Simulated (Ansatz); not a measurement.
# Al2O3 (Corundum) (R-3c) in Ansatz: settings compared, part 2 of 2

Ansatz 0.2.0.

## Step 3: Band structure, exchange-only PBE

Contents of input.yaml:

```yaml
crystal:
  lattice:
    - [2.38025, 1.3742379782, 4.3318666667]
    - [-2.38025, 1.3742379782, 4.3318666667]
    - [0.0, -2.7484759565, 4.3318666667]
  atoms:
    - { symbol: Al, position: [0.85216, 0.85216, 0.85216] }
    - { symbol: Al, position: [0.64784, 0.64784, 0.64784] }
    - { symbol: Al, position: [0.14784, 0.14784, 0.14784] }
    - { symbol: Al, position: [0.35216, 0.35216, 0.35216] }
    - { symbol: O, position: [0.05668, 0.75, 0.44332] }
    - { symbol: O, position: [0.75, 0.44332, 0.05668] }
    - { symbol: O, position: [0.44332, 0.05668, 0.75] }
    - { symbol: O, position: [0.94332, 0.25, 0.55668] }
    - { symbol: O, position: [0.25, 0.55668, 0.94332] }
    - { symbol: O, position: [0.55668, 0.94332, 0.25] }
hamiltonian:
  xc: { exchange: pbe, correlation: none }
  pseudopotentials: { kind: paw }
kpoints:
  mp_grid: { grid: [7, 7, 7] }
  band_path:
    path:
      - [[0.0, 0.0, 0.0], [0.5, 0.0, 0.0], [0.5, 0.2337604794, -0.2337604794]]
      - [[0.7662395206, 0.5, 0.2337604794], [0.5, 0.5, 0.5], [0.0, 0.0, 0.0], [0.3668802397, 0.0, -0.3668802397]]
      - [[0.6331197603, 0.3668802397, 0.0], [0.5, 0.5, 0.0], [0.6331197603, 0.6331197603, 0.2337604794], [0.5, 0.5, 0.5]]
      - [[0.5, 0.0, 0.0], [0.7662395206, 0.3668802397, 0.3668802397]]
    npoints: 10
scf:
  occupations: { method: fermi_dirac, width: 0.05 }
  n_extra_bands: 25
output:
  forces: true
  stress: true
  eigenvalues: true
  fatbands: false
```

Potentials or basis: Ansatz PAW.

On the command line:

```sh
> ansatz run input.yaml --threads 2 --pin off --max-ram 5120MiB --backend cpu --events-out ev --progress --plain --runs-dir out
```

The log of the run:

```text
Warning: RAYON_NUM_THREADS=2 ignored (pool sized by the plan → 2); use --threads N
scf.n_extra_bands = 25 over 24 filled bands (N_el = 48.0): the run solves 49 bands
Engine: ansatz 0.2.0, x86_64-unknown-linux-gnu
Pseudopotentials: kind: paw
Pseudopotential: Al, paw, valence charge 3, recommended cutoff 420 eV (normal), Al.paw.azcp
Pseudopotential: O, paw, valence charge 6, recommended cutoff 420 eV (normal), O.paw.azcp
Functional definition: unnamed
  exchange = pbe_x
  correlation = 0
Crystal: 10 atoms, lattice volume = 85.018 Å³
Basis set: ecut = 420 eV, 1653 PW (Γ), exchange–correlation on 72×72×72 points (8 copies of the dense FFT grid, shifted against one another)
Bands: 49, of which v1, the nominal top of the filled ones, is band 24 counted from 1 (23 counted from 0)
Symmetry: 12 space group operations
Space group: R-3c (ITA 167), of the structure as read, at distance tolerance 4.4e-5 Å
k-points: 44 of 343
Non-local potential: Al, projectors of the file, l = 0: 2, l = 1: 2, l = 2: 1
Non-local potential: O, projectors of the file, l = 0: 2, l = 1: 2, l = 2: 1
PAW form: soft (Blöchl's): semilocal exchange-correlation on the pseudo side does not see the compensation charge
PAW frozen core: Al, regenerated for the run's functional, and the local potential with it (the file was generated under x = pbe(κ = 0.804, μ = 0.2195149727645171), c = pbe(β = 0.06672455060314922))
PAW frozen core: O, regenerated for the run's functional, and the local potential with it (the file was generated under x = pbe(κ = 0.804, μ = 0.2195149727645171), c = pbe(β = 0.06672455060314922))
PAW one-centre angular grid: Al, 110 points (default); XC on 64 Gauss nodes
PAW one-centre angular grid: O, 110 points (default); XC on 64 Gauss nodes
Initial density: superposition of atomic densities (neutral atoms: chi_scale 0, normalization atom), corrected by the library's trained network
Initial wavefunctions: pseudopotential atomic-orbital guess
Functional: x = pbe(κ = 0.804, μ = 0.2195149727645171), c = none
SCF iter   1: F=—  HF=-5468.149171 eV  |F-HF|=—  |Δ(HF+E_count)|=         —  Δρ=1.42e-2  dr2=1.27e-1  ethr=1.77e-3  ⟨swp⟩=5.5  Hψ=10138  notcnv=0  defer=376
preconditioner: auto → Resta (q_TF=auto, 2.480 Å⁻¹)  ε∞=2.7  [insulator: Δε(μ)=6.615 eV  Ē_g=21.261 eV  σ=0.050 eV  W_gap=1.00  n_scr=20 (ndim 8)  ℏωp=27.9 eV  f_vac=0.000  D(μ)=0.00/eV (n_scr^D=0)  ε∞_Penn≈2.7]
SCF iter   2: F=—  HF=-5468.119857 eV  |F-HF|=—  |Δ(HF+E_count)|=   2.93e-2  Δρ=4.93e-3  dr2=1.83e-2  ethr=2.64e-4  ⟨swp⟩=3.0  Hψ=3352  notcnv=0  defer=832
SCF iter   3: F=—  HF=-5468.117957 eV  |F-HF|=—  |Δ(HF+E_count)|=   1.90e-3  Δρ=1.04e-3  dr2=5.56e-4  ethr=3.81e-5  ⟨swp⟩=2.0  Hψ=2382  notcnv=0  defer=832
SCF iter   4: F=—  HF=-5468.118350 eV  |F-HF|=—  |Δ(HF+E_count)|=   3.92e-4  Δρ=5.98e-5  dr2=9.68e-7  ethr=1.16e-6  ⟨swp⟩=2.0  Hψ=2176  notcnv=0  defer=832
SCF iter   5: F=—  HF=-5468.118366 eV  |F-HF|=—  |Δ(HF+E_count)|=   1.66e-5  Δρ=1.34e-5  dr2=8.65e-8  ethr=2.02e-9  ⟨swp⟩=2.0  Hψ=2379  notcnv=0  defer=832
SCF iter   6: F=-5468.118366 eV  HF=-5468.118366 eV  |F-HF|=4.14e-9  |Δ(HF+E_count)|=   2.26e-7  Δρ=1.97e-6  dr2=2.58e-9  ethr=1.80e-10  ⟨swp⟩=10.2  Hψ=12755  notcnv=0
SCF 1 converged in 6 iterations: F = -5468.118366 eV  dr2 = 2.58e-9
NSCF: frozen V_eff on 94 k-points
SCF converged after 6 iterations
Free energy (F): -5468.118366 eV
Harris-Foulkes:  -5468.118366 eV  (|F-HF|=4.14e-9)
Internal energy: -5468.118366 eV  (E = F + TS)
E sigma→0 (E₀):  -5468.118366 eV
Fermi energy:    12.636177 eV
--- Per-component energies (eV) ---
  E_band       = 143.601915
  E_kinetic    = 1187.913484
  E_local      = -1988.098108  (includes V_loc(G=0)·N_el)
  E_nonlocal   = 324.666036
  E_hartree    = 741.753791
  E_xc         = -562.211710
  E_vxc        = -638.457596  (∫ρ·V_xc dr)
  E_paw        = -2774.548488  (= ΣΔE_a)
  E_vpaw       = -225.944213  (= ΣTr[D̂ρ^β])
  E_aug_tail   = 0.015421  (compensation charges beyond the density's cutoff)
  E_ewald      = -2397.730569
  E_core_change = 0.121775  (= ΣΔE_core)
  E_smearing   = -0.000000  (= −TS)
  E_closure    = -0.000000  (closes the sum)
  Σ components = -5468.118366   (vs F -5468.118366, Δ=0.00e0)
--- Forces (eV/Å), atoms counted from 1 ---
  atom   1  Al     0.00000000    -0.00000000     0.07029253
  atom   2  Al     0.00000000     0.00000000    -0.07029253
  atom   3  Al    -0.00000000     0.00000000    -0.07029253
  atom   4  Al    -0.00000000    -0.00000000     0.07029253
  atom   5  O      0.05823609     0.10086787     0.00000000
  atom   6  O      0.05823609    -0.10086787    -0.00000000
  atom   7  O     -0.11647219     0.00000000     0.00000000
  atom   8  O     -0.05823609    -0.10086787    -0.00000000
  atom   9  O     -0.05823609     0.10086787     0.00000000
  atom  10  O      0.11647219    -0.00000000     0.00000000
  max |Σ_I F_I| component: 2.78e-17 eV/Å
--- Stress (GPa, compression-positive) ---
       25.955983       0.000000       0.000000
        0.000000      25.955983       0.000000
        0.000000       0.000000      25.307125
  P = ⅓ Tr σ = 25.7397 GPa (257.397 kbar)
--- Band table (eV; the first three rows and the last of 44) ---
  k-point 0: bands = ["-9.8318", "-7.5364", "-7.2645", "-7.2645", "-6.9632", "-6.9632", "2.5088", "3.4923", "3.8679", "3.8679", "4.9658", "5.0678", "5.0678", "6.0327", "6.3625", "7.8691", "7.8691", "8.0072", "8.0072", "8.8019", "8.8019", "9.2446", "9.2446", "9.2921", "15.8340", "18.7863", "20.1867", "21.1588", "21.1588", "21.2269", "21.9727", "21.9727", "22.0139", "23.0160", "24.2304", "24.2304", "24.3583", "24.3583", "24.4384", "25.3041", "25.4786", "27.8163", "27.8163", "28.1139", "28.1139", "29.4787", "29.5663", "29.6087", "29.7654"]
  k-point 1: bands = ["-9.7274", "-7.5779", "-7.3363", "-7.2867", "-7.0126", "-6.9686", "2.6232", "3.2767", "3.7299", "4.3593", "4.4814", "4.9959", "5.7814", "6.4530", "6.5855", "7.4943", "7.8251", "7.9054", "8.0782", "8.5594", "8.6534", "8.9942", "9.2192", "9.2540", "16.2937", "19.1541", "19.8798", "20.8645", "20.9350", "21.1493", "21.9638", "22.1625", "22.4826", "22.6156", "24.0525", "24.1469", "24.1498", "24.3280", "24.5435", "25.1312", "25.3684", "27.3738", "27.8702", "28.0491", "28.3408", "28.5662", "28.6557", "29.6567", "29.8778"]
  k-point 2: bands = ["-9.4260", "-7.8964", "-7.3259", "-7.3188", "-7.1269", "-7.0080", "2.8150", "3.3729", "3.4052", "4.3128", "4.9137", "5.3531", "6.5265", "6.6625", "7.0989", "7.2788", "7.4367", "7.6302", "7.9210", "7.9323", "8.5142", "8.8101", "9.1037", "9.1485", "17.3388", "19.4732", "19.8376", "20.2279", "20.4475", "20.9482", "21.9821", "22.1827", "22.4266", "22.9599", "23.3591", "23.5591", "23.9820", "24.5474", "24.6568", "24.9064", "25.4458", "26.1287", "27.1378", "27.6831", "27.9784", "28.6951", "29.0122", "29.7411", "30.4687"]
  k-point 43: bands = ["-8.8535", "-8.6958", "-7.3915", "-7.2993", "-7.0354", "-6.9963", "3.6640", "3.7649", "4.6267", "4.6313", "5.0378", "5.4302", "5.5703", "5.7385", "6.7226", "6.9391", "7.0045", "7.4703", "7.6680", "7.8247", "8.6943", "8.6945", "8.8215", "8.8753", "18.4354", "18.6608", "20.4747", "20.6134", "21.5143", "21.5765", "21.8485", "22.0863", "22.5844", "22.7654", "23.8990", "24.0170", "24.1364", "24.2513", "24.4032", "24.5450", "25.5234", "25.7382", "26.3412", "26.4643", "26.9798", "27.0975", "30.3675", "30.8007", "31.3621"]
```

It took 7.7 s on 2 threads of Intel Xeon Platinum 8488C (Sapphire Rapids), shared host; peak memory 0.49 GiB.

Results:

| Property | Result |
| --- | --- |
| Free energy | -5468.1184 eV |
| Pressure | 25.7 GPa |
| Largest force | 0.116 eV/Å |
| Band gap on the k mesh | 6.54 eV, direct |
| Band gap along the path | 6.54 eV, direct |

Forces on the atoms (eV/Å):
```
Al   0.000  0.000  0.070
Al   0.000  0.000 -0.070
Al   0.000  0.000 -0.070
Al   0.000  0.000  0.070
O    0.058  0.101  0.000
O    0.058 -0.101  0.000
O   -0.116  0.000  0.000
O   -0.058 -0.101  0.000
O   -0.058  0.101  0.000
O    0.116  0.000  0.000
```

Levels at the corners of the path, in eV from the valence-band top:
```csv
point,band 20,band 21,band 22,band 23,band 24,band 25,band 26,band 27,band 28,band 29
Γ,-0.49,-0.49,-0.05,-0.05,0.00,6.54,9.49,10.89,11.87,11.87
L,-1.31,-0.89,-0.89,-0.27,-0.27,9.74,9.74,9.90,9.90,12.09
B1,-1.17,-0.84,-0.84,-0.50,-0.50,9.98,9.98,10.39,10.39,10.89
B,-1.17,-0.84,-0.84,-0.50,-0.50,9.98,9.98,10.39,10.39,10.89
Z,-1.96,-0.38,-0.38,-0.38,-0.38,8.96,8.96,11.33,11.33,12.63
Γ,-0.49,-0.49,-0.05,-0.05,0.00,6.54,9.49,10.89,11.87,11.87
X,-1.10,-0.88,-0.83,-0.55,-0.28,9.78,9.80,10.04,10.56,10.92
Q,-1.10,-0.88,-0.83,-0.55,-0.28,9.78,9.80,10.04,10.56,10.92
F,-1.28,-1.02,-0.90,-0.73,-0.26,9.93,9.99,10.18,10.73,11.39
P1,-1.05,-1.02,-0.85,-0.74,-0.46,10.03,10.21,10.47,10.62,10.63
Z,-1.96,-0.38,-0.38,-0.38,-0.38,8.96,8.96,11.33,11.33,12.63
L,-1.31,-0.89,-0.89,-0.27,-0.27,9.74,9.74,9.90,9.90,12.09
P,-1.05,-1.02,-0.85,-0.74,-0.46,10.03,10.21,10.47,10.62,10.63
```

Caveat: so large a pressure means that the cell lies far from this level's equilibrium, or that cutoff or potentials fall short; the pressure holds a Pulay correction of +1.0 GPa for the finite cutoff; the PAW data sets come from PBE, with cores solved anew for the run's functional, which leaves a small shift of forces and pressure.

## Step 4: Comparison with measurements

Step 2. Measured gap of Al2O3: 8.7 eV (optical; quoted in “Multi-petahertz electron interference in Cr:Al2O3 solid-state material”, 2018, pmc:5906618). This calculation gives 6.31 eV (-2.39 eV). The value is that of RPBE, without temperature or zero-point motion. Semilocal functionals fall short of measured gaps as a rule.

Step 3. Against the measured gap of Al2O3, 8.7 eV (optical; quoted in “Multi-petahertz electron interference in Cr:Al2O3 solid-state material”, 2018, pmc:5906618), the calculated 6.54 eV is off by -2.16 eV. The value is that of exchange-only PBE, without temperature or zero-point motion.
